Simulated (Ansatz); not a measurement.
# TiAl: the cost of one run

Method: DFT PBEsol, scalar-relativistic, plane waves, PAW, in Ansatz 0.2.0.

## 1. The system as given

Symmetry: P4/mmm, No. 123, tetragonal system. The conventional cell has a = 2.837 Å, b = 2.837 Å, c = 4.059 Å, α = 90.00°, β = 90.00°, γ = 90.00°. Ti (site symmetry 4/mmm) has 4 Ti at 2.84 Å and 8 Al at 2.85 Å in its first shell of neighbours. Al (site symmetry 4/mmm) has 4 Al at 2.84 Å and 8 Ti at 2.85 Å in its first shell of neighbours.

As a file:

```
Ti Al
1.0
     2.83730    0.00000    0.00000
     0.00000    2.83730    0.00000
     0.00000    0.00000    4.05910
Ti Al
1 1
Cartesian
  0.0000 0.0000 0.0000
  1.4186 1.4186 2.0295
```

No relaxation comes first: the listed cell is the starting point.

## 2. Zero of energy

The reference gives a free energy of -2999.2623 eV, pressure -3.93 GPa, largest force 0.000 eV/Å and gap on the mesh none (metal). It was computed beforehand with the settings of the runs below.

## 3. Next: a sublattice displacement scan

Every Ti atom is moved by x along the Cartesian unit vector (-1.000, 0.000, 0.000); the cell and all other atoms stay fixed. Forces below are components along that vector, summed over the moved atoms.

## 4. Point x = -0.300 Å

The input, input.yaml:

```yaml
crystal:
  lattice:
    - [2.8373, 0.0, 0.0]
    - [0.0, 2.8373, 0.0]
    - [0.0, 0.0, 4.0591]
  atoms:
    - { symbol: Ti, position: [0.1057343249, 0.0, 0.0] }
    - { symbol: Al, position: [0.5, 0.5, 0.5] }
basis:
  ecutwfc: 420
kpoints:
  mp_grid: { grid: [16, 16, 12] }
hamiltonian:
  xc: pbesol
scf:
  occupations: { method: gaussian, width: 0.15 }
output:
  forces: true
  stress: true
  eigenvalues: true
  write_density: true
  write_potential: true
  elf: true
  volumetric_format: npy
```

The run is started by

```console
$ ansatz run input.yaml --threads 1 --pin off --max-ram 2560MiB --backend cpu --events-out ev --progress --plain --runs-dir out
```

What time and memory should one allow on 1 thread of Intel Xeon Platinum 8259CL at 2.50GHz (Skylake/Cascade Lake), shared host?

About 23 s, with a peak of 0.61 GiB.
